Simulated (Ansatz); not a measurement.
## Barrier of one jump, Si in Si

Level of theory: DFT PBE, scalar-relativistic, plane waves, PAW in Ansatz. Settings: 420 eV cutoff, 2×2×2 k-mesh, Gaussian smearing of 0.02 eV, no spin polarisation.

Host crystal, relaxed:

```
CELL_PARAMETERS angstrom
0.00000 2.73505 2.73505
2.73505 0.00000 2.73505
2.73505 2.73505 0.00000
ATOMIC_POSITIONS crystal
Si 0.75000 0.75000 0.75000
Si 0.50000 0.50000 0.50000
```

In a supercell of 54 host sites with charge +2, Si trades places with a neighbouring Si vacancy, moving 2.53 Å between the relaxed ends. Climbing-image nudged elastic band at fixed cell with images 0 (start) to 6 (end), the path measured over all atoms, converged to 0.05 eV/Å; the order of the saddle wasn't checked, and the small cell leaves errors of about a tenth of an eV.

Supercell rows in host cell vectors: 0 3 0; 0 0 3; 3 0 0. Si was set at (0.750, 0.750, 0.750) of the host cell.

At the relaxed start Si has 3 Si at 2.35 Å.

Q: What barrier does the band give, and what surrounds the atom at the top?

A: 0.48 eV at image 3, where Si has 6 Si at 2.79 Å.

The relaxation kept the symmetry at the defect while a level is partly filled, so a distortion that splits the level (Jahn–Teller) was held off and may lie lower. The cell is also small for a charged defect.

Cost: 1 run of about 63 core-minutes, on Intel Xeon Processor @ 2.50GHz (Skylake/Cascade Lake) (shared hosts).